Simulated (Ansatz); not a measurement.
BaS in the CsCl structure, relaxed with r2SCAN, was run in Ansatz 0.2.0 under altered settings. All numbers are computed, without spin polarisation but where a row says otherwise.

```
CELL_PARAMETERS angstrom
3.83376 0.00000 0.00000
0.00000 3.83376 0.00000
0.00000 0.00000 3.83376
ATOMIC_POSITIONS crystal
Ba 0.00000 0.00000 0.00000
S 0.50000 0.50000 0.50000
```

The base run's other keys:
```yaml
kpoints:
  mp_grid: { grid: [4, 4, 4] }
hamiltonian:
  xc: hse06
scf:
  occupations: { method: fixed }
  n_extra_bands: 4
```

It takes 12 iterations with 1141 plane waves at 420 eV and 10 k points, and leaves a mean stress of -0.35 GPa. The gap over this mesh is 2.453 eV.

Outcomes, with energy and stress as changes against the base:

| setting | outcome | ΔF (meV/atom) | Δ mean stress (GPa) | gap on the mesh (eV) | iterations |
| --- | --- | --- | --- | --- | --- |
| hamiltonian.xc: lc_wpbe | converged | – | -0.8 | 7.330 | 15 |
| PBE hybrid, exx coeff 1.5, omega 0.1 1/Å | refused | – | – | – | – |
| hamiltonian.xc: wpbeh | converged | – | +0.2 | 2.424 | 14 |
| PBE hybrid, exx coeff 0.1, omega 0.2078 1/Å | converged | – | +0.4 | 1.904 | 10 |
| scf.occupations: methfessel_paxton 0.05 | converged | 0.0 | 0.0 | 2.453 | 11 |
| scf.mixing.ndim: 30 | converged | 0.0 | 0.0 | 2.453 | 12 |

A dash marks a value that wasn't obtained or can't be compared. Stress is positive in compression.

- hamiltonian.xc: lc_wpbe. The mean stress moves by -0.8 GPa and the gap on the mesh by +4.876 eV (to 7.330). It's another functional on the same cell, so totals aren't comparable.
- PBE hybrid, exx coeff 1.5, omega 0.1 1/Å. The program doesn't start. Error: invalid value for `hamiltonian.xc.exx.coeff`: must be finite and in (0, 1]; got 1.5
- hamiltonian.xc: wpbeh. The mean stress moves by +0.2 GPa and the gap on the mesh by -0.029 eV (to 2.424). It's another functional on the same cell, so totals aren't comparable.
- PBE hybrid, exx coeff 0.1, omega 0.2078 1/Å. That is 10 % exact exchange, screened with ω = 0.2078 1/Å, against HSE06's 25 % screened at 0.208 1/Å. The mean stress moves by +0.4 GPa and the gap on the mesh by -0.549 eV (to 1.904). Totals of different functionals aren't comparable.

Within 1 meV an atom, 0.1 GPa and 0.005 eV of the base stay: scf.occupations: methfessel_paxton 0.05; scf.mixing.ndim: 30.

The runs are scalar-relativistic, without spin-orbit coupling.

The program warns that its thresholds are loose for a hybrid's stress.

The meshes of the hybrids are coarse, so their gaps aren't converged to the digits shown.
